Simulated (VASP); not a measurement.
Wanted: the native input for a VASP 6.6.1 run.

```
Task                   : relaxation of cell and atoms
Functional             : LDA
Potentials or basis    : VASP PAW LDA potentials, release 64 (Se, Pt)
Cutoff                 : 600 eV
k mesh                 : 12 × 12 × 1
Occupations            : gaussian, width 0.03 eV
Spin                   : no spin polarisation
Dipole correction      : no
Further INCAR settings : ALGO = Fast; EDIFF = 1e-07; IBRION = 2; EDIFFG = -0.005; NSW = 60; ISIF = 3
```

The structure of PtSe2 lies in POSCAR:

```
PtSe2
1.0
    3.7300000000      0.0000000000      0.0000000000
   -1.8650000000      3.2302747600      0.0000000000
    0.0000000000      0.0000000000     18.6200000000
Se Pt
2 1
Direct
    0.3333330000      0.6666670000      0.4296455400
    0.6666670000      0.3333330000      0.5703544600
    0.0000000000      0.0000000000      0.5000000000
```

The cell was built by a generator and needn't be a form met in nature.

The input as run:

INCAR

```
SYSTEM = PtSe2
  PREC = Accurate
  ENCUT = 600
  EDIFF = 1E-7
  ISMEAR = 0
  SIGMA = 0.03
  LREAL = .False.
  LASPH = .True.
  NELM = 120
  ALGO = Fast
  ISIF = 3
  LWAVE = .False.
  LCHARG = .False.
  GGA = CA
  IBRION = 2
  NSW = 60
  EDIFFG = -0.005
  LATTICE_CONSTRAINTS = .TRUE. .TRUE. .FALSE.
  KPAR = 2
```

KPOINTS

```
Automatic mesh
0
Gamma
  12 12 1
  0 0 0
```

Potentials or basis: VASP PAW LDA potentials, release 64 (Se, Pt).

Run with:

```sh
$ cat potpaw_LDA.64/Se/POTCAR potpaw_LDA.64/Pt/POTCAR > POTCAR
$ mpirun -np 2 vasp_std > vasp.out
```

Results of the run:

```yaml
Relaxed_volume: 72.64 Å³/atom
Relaxed_cell: a = 3.676 Å, b = 3.676 Å, c = 18.620 Å, α = 90.00°, β = 90.00°, γ = 120.00°
Space_group_after_relaxing_to_0.05_Å: P-3m1 (No. 164)
Energy_gained_by_relaxing: 14.3 meV/atom
Ionic_steps: 9
Band_gap_on_the_k_mesh: 1.37 eV, indirect (least direct gap 1.62 eV)
```

Caveat: spin-orbit coupling is left out, which moves the levels of the heavy elements.

Wall time 4.8 min on 2 MPI ranks on Intel(R) Xeon(R) Platinum 8488C (Sapphire Rapids) (shared host), peak memory 0.33 GiB a rank.
